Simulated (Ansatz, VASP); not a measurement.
This is a calculation of PbSe (Clausthalite) for VASP 6.6.1. 

INCAR

```
PREC = Accurate ; ENCUT = 600
EDIFF = 1E-7 ; ISMEAR = -1
SIGMA = 0.05 ; LREAL = F
LASPH = T ; NELM = 80
ALGO = Normal ; ISIF = 3
LWAVE = F ; LCHARG = F
GGA = PS ; IVDW = 13
IBRION = 2 ; NSW = 40
EDIFFG = -0.005
```

Contents of KPOINTS:

```
regular mesh
0
Gamma
  8 8 8
```

Contents of POSCAR:

```
PbSe
1.0
    0.0000000000      3.0606500000      3.0606500000
    3.0606500000      0.0000000000      3.0606500000
    3.0606500000      3.0606500000      0.0000000000
Pb Se
1 1
Direct
    0.0000000000      0.0000000000      0.0000000000
    0.5000000000      0.5000000000      0.5000000000
```

Potentials or basis: VASP PAW PBE potentials, release 64 (Pb_d, Se).

Run with:

```sh
$ cat potpaw_PBE.64/Pb_d/POTCAR potpaw_PBE.64/Se/POTCAR > POTCAR
$ mpirun -np 1 vasp_std > vasp.out
```

Question: What does the same run look like in Ansatz 0.2.0? Potentials or basis there: all-electron LAPW, scalar-relativistic.

Answer: As run (cutoffs and basis follow the program's own potentials, and thresholds, step limits or extra output files can differ):

File input.yaml:

```yaml
crystal:
  lattice:
    - [0.0, 3.06065, 3.06065]
    - [3.06065, 0.0, 3.06065]
    - [3.06065, 3.06065, 0.0]
  atoms:
    - { symbol: Pb, position: [0.0, 0.0, 0.0] }
    - { symbol: Se, position: [0.5, 0.5, 0.5] }
kpoints:
  mp_grid: { grid: [8, 8, 8] }
scf:
  occupations: { method: fermi_dirac, width: 0.05 }
hamiltonian:
  xc: pbesol
  dispersion: d4
  pseudopotentials: { kind: all_electron, lapw: { basis_error: 0.001 } }
output:
  forces: true
  stress: true
relax:
  f_tol: 0.01
  max_steps: 60
  cell: {}
```

Potentials or basis: all-electron LAPW, scalar-relativistic.

Run with:

```sh
$ ansatz run input.yaml --threads 1 --pin off --max-ram 3072MiB --backend cpu --events-out ev --progress --plain --runs-dir out
```

Both were run:

|  | VASP | Ansatz |
| --- | --- | --- |
| Relaxed volume | 27.75 Å³/atom | 27.76 Å³/atom |
| Relaxed cell | a = 4.282 Å, b = 4.282 Å, c = 4.282 Å, α = 60.00°, β = 60.00°, γ = 60.00° | a = 4.282 Å, b = 4.282 Å, c = 4.282 Å, α = 60.00°, β = 60.00°, γ = 60.00° |
| Space group after relaxing | Fm-3m (No. 225) | Fm-3m (No. 225) |
| Pressure after relaxing | 0.0 GPa | 0.0 GPa |

VASP's potentials were made for PBE.

Where Ansatz's input types no cutoff or centring, it takes its own default and a Γ-centred mesh.

Pressure is positive in compression.
